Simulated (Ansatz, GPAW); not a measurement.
Given: the input of a run of GPAW 26.7.0 (ASE script) on InP. 

run.py

```python
from ase.dft.bandgap import bandgap
from ase.io import read, write
from ase.units import GPa
from gpaw import GPAW, PW

atoms = read('InP.xyz')

calc = GPAW(mode=PW(600),
            xc='PBE',
            kpts={'size': (8, 8, 8), 'gamma': True},
            occupations={'name': 'methfessel-paxton', 'order': 0, 'width': 0.013000000000000001},
            nbands=18,
            convergence={'density': 1e-05, 'energy': 1e-05},
            maxiter=150,
            txt='gpaw.txt')
atoms.calc = calc
energy = atoms.get_potential_energy()
forces = atoms.get_forces()
stress = atoms.get_stress()
calc.write('gs.gpw')
write('result.traj', atoms)
print(f'Energy: {energy:.6f} eV')
print('Forces (eV/A):')
print(forces.round(4))
print('Stress (GPa):', (stress / GPa).round(3))
print('Fermi level:', round(calc.get_fermi_level(), 4), 'eV')
print(f'Gap: {bandgap(calc)[0]:.4f} eV, direct: {bandgap(calc, direct=True)[0]:.4f} eV')
```

InP.xyz

```xyz
2
Lattice="0.0000000000 2.9305000000 2.9305000000 2.9305000000 0.0000000000 2.9305000000 2.9305000000 2.9305000000 0.0000000000" Properties=species:S:1:pos:R:3 pbc="T T T"
In     0.0000000000      0.0000000000      0.0000000000
P      4.3957500000      4.3957500000      4.3957500000
```

Potentials or basis: GPAW PAW data sets (gpaw-data 1.2.1), pw.

Launch:

```sh
$ OMP_NUM_THREADS=1 python run.py
```

**Question.** Set up the same calculation for Ansatz 0.2.0. Potentials or basis there: all-electron LAPW, scalar-relativistic.

**Answer.** As run (cutoffs and basis follow the program's own potentials, and thresholds, step limits or extra output files can differ):

Contents of input.yaml:

```yaml
crystal:
  lattice:
    - [0.0, 2.9305, 2.9305]
    - [2.9305, 0.0, 2.9305]
    - [2.9305, 2.9305, 0.0]
  atoms:
    - { symbol: In, position: [0.0, 0.0, 0.0] }
    - { symbol: P, position: [0.75, 0.75, 0.75] }
kpoints:
  mp_grid: { grid: [8, 8, 8] }
scf:
  occupations: { method: gaussian, width: 0.013 }
hamiltonian:
  xc: pbe
  pseudopotentials: { kind: all_electron, lapw: { basis_error: 0.001 } }
output:
  forces: true
  stress: true
  eigenvalues: true
```

Potentials or basis: all-electron LAPW, scalar-relativistic.

Command:

```sh
$ ansatz run input.yaml --threads 1 --pin off --max-ram 3072MiB --backend cpu --events-out ev --progress --plain --runs-dir out
```

Both were run:

|  | GPAW | Ansatz |
| --- | --- | --- |
| Pressure | 3.0 GPa | 3.3 GPa |

Where Ansatz's input types no cutoff or centring, it takes its own default and a Γ-centred mesh.

Pressure is positive in compression.
